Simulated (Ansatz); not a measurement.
AuCu: changing the functional

The cell as given:

It takes space group R-3m (No. 166, trigonal). Conventional cell: a = 2.886 Å, b = 2.886 Å, c = 12.769 Å, α = 90.00°, β = 90.00°, γ = 120.00°. Au (site symmetry -3m) is surrounded by 6 Cu at 2.70 Å and 6 Au at 2.89 Å. Around Cu (site symmetry -3m) lie 6 Au at 2.70 Å and 6 Cu at 2.89 Å.

The cell comes from a database or a generator and needn't be the stable form of this composition.

Kept alike: task relaxation of cell and atoms; k mesh 11 × 11 × 11; occupations fermi-dirac, width 0.05 eV; no spin polarisation. Program: Ansatz, Ansatz PAW. Cutoffs run from 420 to 500 eV. The mesh is that of the run's cell of 2 atoms. No spin-orbit coupling.

| functional | volume (Å³/atom) |
| --- | --- |
| BLYP | 16.557 |
| LDA | 14.050 |
| PBEsol | 14.480 |
| r2SCAN | 14.811 |

The relaxations keep at least the cell's symmetry (R-3m). For a metal such a mesh leaves the last digits unconverged. Relaxations stop with a little pressure left, so the last digits of a volume or edge aren't settled. All rows use potentials made for PBE.

The volume runs from 14.050 (LDA) to 16.557 Å³/atom (BLYP).

LDA gives the most compact AuCu and BLYP the most expanded, with PBEsol and r2SCAN fairly close together between them. This order matches the usual behaviour of noble metals, where LDA overbinds and BLYP underbinds, probably because BLYP's correlation part misses the uniform-electron-gas limit that matters for delocalised sp electrons. The spread therefore says more about the description of metallic cohesion than about anything peculiar to this ordering.

In the starting cell, the Au and Cu layers must share one in-plane repeat despite their different atomic sizes. The resulting 2.89 Å spacing suits Au but stretches the Cu layer well beyond the contact distance in elemental copper, so Cu–Cu bonding within the layer should be weak. The Au–Cu contacts at 2.70 Å lie near the mean of the two elemental distances and probably carry much of the cohesion between layers. Volumes alone don't show whether the expansion from LDA to BLYP occurs mainly within the layers or between them.
